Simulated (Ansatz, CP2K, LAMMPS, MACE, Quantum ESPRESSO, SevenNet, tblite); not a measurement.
**Bulk modulus of glassy 68SiO2-14MgO-11ZnO-7BaO (mol %) (75 atoms) across programs**

Aim: pressure against volume for glassy 68SiO2-14MgO-11ZnO-7BaO (mol %) (75 atoms), with plane waves as the reference.

The results are calculated values.

## (1) The cell

The cell holds 75 atoms (19 Si, 4 Mg, 3 Zn, 2 Ba and 47 O), with edges of 9.70, 9.70 and 9.70 Å. Recipe: 75 atoms (19 Si, 4 Mg, 3 Zn, 2 Ba, 47 O) placed at random at 3.37 g/cm³, melted at 4000 K for 10 ps at fixed volume with the Morse and Coulomb pair potential with partial charges (Pedone, Malavasi, Menziani, Cormack and Segre, J. Phys. Chem. B 110, 11780 (2006)). Quenched from 4000 K to 300 K at 25 K/ps and fixed volume, held 5 ps, then minimised at fixed cell. Then the atoms were relaxed with SevenNet 0 in the fixed cell.

Bonds by pair of elements; cutoffs follow the first minimum of g(r), held within bounds set by covalent radii, and pairs that aren't listed don't count as bonded:

| pair A-B | cutoff (Å) | bonds | mean length (Å) | spread (Å) | shortest (Å) | B about A | A about B |
| --- | --- | --- | --- | --- | --- | --- | --- |
| O-Si | 2.16 | 77 | 1.65 | 0.049 | 1.55 | 1.64 | 4.05 |
| O-Mg | 2.62 | 20 | 2.10 | 0.135 | 1.86 | 0.426 | 5 |
| O-Zn | 2.48 | 14 | 2.07 | 0.11 | 1.90 | 0.298 | 4.67 |
| O-Ba | 3.29 | 15 | 2.91 | 0.192 | 2.60 | 0.319 | 7.5 |

## (2) The reference input

Quantum ESPRESSO 7.5: Kohn-Sham DFT, PBE, SSSP efficiency 1.3.0 pseudopotentials, plane waves. Its input, pw.in, for the unchanged cell:

```
&control
  calculation = 'scf'
  pseudo_dir = './pseudo'
  outdir = './tmp'
  disk_io = 'none'
  tprnfor = .true.
  tstress = .true.
/
&system
  ibrav = 0
  nat = 75
  ntyp = 5
  ecutwfc = 60
  ecutrho = 480
  nosym = .true.
  occupations = 'smearing'
  smearing = 'fd'
  degauss = 0.003675
/
&electrons
  conv_thr = 3.8e-07
  electron_maxstep = 100
  mixing_beta = 0.4
  mixing_mode = 'plain'
  diagonalization = 'david'
/
ATOMIC_SPECIES
Si 28.085 Si.upf
Mg 24.305 Mg.upf
Zn 65.380 Zn.upf
Ba 137.327 Ba.upf
O 15.999 O.upf
CELL_PARAMETERS angstrom
9.69950 0.00000 0.00000
0.00000 9.69950 0.00000
0.00000 0.00000 9.69950
ATOMIC_POSITIONS crystal
Si 0.14727 0.97209 0.86259
Si 0.47650 0.64452 0.71699
Si 0.54810 0.60745 0.01366
Si 0.27733 0.26913 0.26262
[... 69 atom lines left out ...]
O 0.22430 0.92537 0.51982
O 0.29900 0.29438 0.89106
K_POINTS gamma
```

```console
$ OMP_NUM_THREADS=1 mpirun -np 2 pw.x -in pw.in > output.txt
```

The job ended after 5.3 min (2 MPI ranks of Intel Xeon 6975P-C (Granite Rapids), shared host; peak memory 2.8 GiB; 11 min of CPU time).

It converged with an r.m.s. force component of 0.053 eV/Å and a pressure of 1.1 GPa.

## (3) Programs and settings

Every level solves the same cells as single points. CPU time is summed over a level's finished runs, on a host shared with the other runs, so it is rough; the force column is the median over cells of the r.m.s. difference of force components from the reference.

```
                level                       basis or training data  k-points  runs finished  CPU time  peak memory (GiB)  force difference (meV/Å)
              QE, PBE      plane waves, SSSP efficiency, 60/480 Ry         Γ         3 of 3    30 min                2.9                 reference
CP2K double zeta, PBE  DZVP-MOLOPT-SR, GTH-PBE potentials, 1200 Ry         Γ         3 of 3    19 min                8.1                       135
      tblite GFN1-xTB   tight binding with its own dispersion term         Γ         3 of 3      22 s               0.11                       631
   MACE MP-0b3 medium           trained on PBE(+U) plane-wave data         -         3 of 3      20 s                1.1                        53
           SevenNet 0           trained on PBE(+U) plane-wave data         -         3 of 3      23 s               0.95                        51
```

The reference's own r.m.s. force component runs from 53 to 55 meV/Å over these cells. SevenNet 0 relaxed the atoms, so in the cells that it relaxed its own forces are small, and its entry isn't an independent test there.

## (4) Pressure against volume

The cell is scaled evenly, and at each volume SevenNet 0 relaxes the atoms again before the single points. The unchanged volume is 12.167 Å³ an atom. Pressures in GPa:

| level | -3 % | 0 | +3 % |
| --- | --- | --- | --- |
| QE, PBE | 3.67 | 1.08 | -0.77 |
| CP2K double zeta, PBE | 4.13 | 1.55 | -0.29 |
| tblite GFN1-xTB | -12.47 | -12.89 | -12.92 |
| MACE MP-0b3 medium | 3.46 | 0.98 | -0.76 |
| SevenNet 0 | 3.49 | 1.02 | -0.77 |

Energy less that of the unchanged cell at the same level, in meV an atom:

| level | -3 % | +3 % |
| --- | --- | --- |
| QE, PBE | 5.49 | -1.20 |
| CP2K double zeta, PBE | 4.67 | -0.91 |
| tblite GFN1-xTB | -43.44 | 44.26 |
| MACE MP-0b3 medium | 5.00 | -0.54 |
| SevenNet 0 | 5.02 | -0.87 |

## (5) Moduli

From the three volumes nearest the unchanged one: B from the slope of pressure against ln V and from the curvature of the energy, the pressure that the slope of the energy implies, and the volume change at which the printed pressure crosses zero (a dash if it doesn't within the range).

| level | B from pressures (GPa) | B from energies (GPa) | printed pressure (GPa) | pressure from energies (GPa) | zero pressure at (%) |
| --- | --- | --- | --- | --- | --- |
| QE, PBE | 74.2 | 62.7 | 1.08 | 1.47 | +1.7 |
| CP2K double zeta, PBE | 73.8 | 55.0 | 1.55 | 1.23 | +2.5 |
| tblite GFN1-xTB | 7.4 | 11.9 | -12.89 | -19.25 | - |
| MACE MP-0b3 medium | 70.4 | 65.3 | 0.98 | 1.22 | +1.7 |
| SevenNet 0 | 71.1 | 60.7 | 1.02 | 1.29 | +1.7 |

As a check by hand on the reference: from -3 to +3 % the pressure falls by 4.45 GPa while ln V grows by 0.0600, a ratio of 74.1 GPa.

Gap between the highest filled and the lowest empty level on the runs' k-points, in eV:

| level | -3 % | 0 | +3 % |
| --- | --- | --- | --- |
| QE, PBE | 3.83 | 3.71 | 3.57 |
| CP2K double zeta, PBE | 3.79 | 3.67 | 3.52 |

## (6) Outcome

The plane-wave reference (PBE) gives a bulk modulus of 74.2 GPa from its pressures, at a volume where its pressure is 1.08 GPa; that pressure crosses zero at +1.7 %. Other programs at PBE: CP2K double zeta, PBE 73.8 GPa (+0 %); its pressure lies +0.47 GPa from the reference's. Learned potentials: MACE MP-0b3 medium 70.4 GPa (-5 %) and SevenNet 0 71.1 GPa (-4 %); their pressures lie -0.09 to -0.06 GPa from the reference's.

Tight binding: tblite GFN1-xTB 7.4 GPa (-90 %); its pressure lies -13.96 GPa from the reference's. The moduli are read at one volume but at unlike pressures, and a cell under tension is as a rule softer than one under compression. Moduli from the energies run from 12 to 65 GPa and part from those from pressures by as much as +61 % (tblite GFN1-xTB); they rest on small differences of energy, and for levels other than SevenNet 0 they hold the work of leftover forces. Printed pressure and the slope of the energy part noticeably for tblite GFN1-xTB; the atoms move along a path that isn't these levels' own, so their forces do work along it, and an error in the stress can't be told from that. The reference's gap falls as the cell grows, from 3.83 eV at -3 % to 3.57 eV at +3 %.

Caveats: The atoms follow SevenNet 0, not each level's own minimum, so these moduli only approach relaxed ones and hang on that choice. Three points at finite strain give rough moduli, at the given volume rather than at zero pressure. Pressures at a fixed plane-wave cutoff or in a small atom-centred basis hold some basis error. The quench rate of 25 K/ps is many orders above laboratory rates, so the cell is likely richer in defects and strain than a real sample. The reference samples only Γ, in a cell whose shortest periodic width is 10 Å. Spin–orbit coupling is left out, which matters for the levels of the heavy elements. The reference isn't exact: its cutoffs and mesh weren't converged further here. Where levels are smeared, the DFT runs use Fermi–Dirac occupations at 580 K (0.05 eV), and energies are free energies.

[Logs are printed without paths, hosts, clocks, repeated set-up lines and the standing remarks that a program may print on its own settings, such as how far it seeks lower states.]

[Hosts, paths, dates, database ids (printed as entryN), source tags and the programs' standing remarks are cut or masked in the printed files.]
